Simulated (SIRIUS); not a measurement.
Runs of SIRIUS 7.10.0 on TiC. The structure is cubic, space group Fm-3m (No. 225). The conventional cell has a = 4.331 Å, b = 4.331 Å, c = 4.331 Å, α = 90.00°, β = 90.00°, γ = 90.00°. Ti (site symmetry m-3m) has 6 C at 2.17 Å as nearest neighbours. Around C (site symmetry m-3m) lie 6 Ti at 2.17 Å. The cell is a database's computed one.

```csv
task,level,potentials or basis,cell,k mesh,optimizer,fmax,max steps,target pressure,mesh quality,gap on the mesh (eV),pressure (GPa),relaxed volume (Å³/atom)
band structure,PBEsol,PseudoDojo 0.4.1 PBE standard (scalar relativistic),as given,5 × 5 × 5,-,-,-,-,coarse,-,-6.5,-
band structure,HLE16,PseudoDojo 0.4.1 PBE standard (scalar relativistic),as given,5 × 5 × 5,-,-,-,-,coarse,-,-47.3,-
band structure,PBE,PseudoDojo 0.4.1 PBE standard (scalar relativistic),as given,5 × 5 × 5,-,-,-,-,coarse,-,(a),-
single point,PBE,SG15 1.2 PBE (norm-conserving),as given,11 × 11 × 11,-,-,-,-,not flagged,none,0.5,-
single point,PBEsol,PseudoDojo 0.4.1 PBEsol standard (scalar relativistic),"atoms moved at random, drawn with an rms of 0.05 Å",11 × 11 × 11,-,-,-,-,not flagged,none,-6.1,-
relaxation of cell and atoms,revPBE+D3,PseudoDojo 0.4.1 PBE standard (scalar relativistic),relaxed,6 × 6 × 6,BFGS,0.02 eV/Å,30,0 GPa,coarse,none,0.1,9.88
relaxation of cell and atoms,revPBE+D3(BJ),PseudoDojo 0.4.1 PBE standard (scalar relativistic),relaxed,6 × 6 × 6,BFGS,0.02 eV/Å,30,0 GPa,coarse,none,0.0,(b)
single point,PBE,SPMS 1.0 PBE (norm-conserving),as given,11 × 11 × 11,-,-,-,-,not flagged,none,0.5,-
```

Alike in all rows: no spin polarisation; cutoff (eV) 1152; smearing fermi-dirac 0.05 eV.

Estimate the missing entries.

(a) 0.4; (b) 9.71.

Caveats: some runs use coarse meshes; the potentials were made for another functional, which shifts forces and pressure (some runs); pairwise dispersion overbinds metals, which lowers pressure and volume (some runs); the cell as given lies far from equilibrium (some runs); the potentials were made for a functional far from this one (some runs).

A gap of «none» marks a metal or a gap under the smearing width.

The runs were made with more than one version of the program.
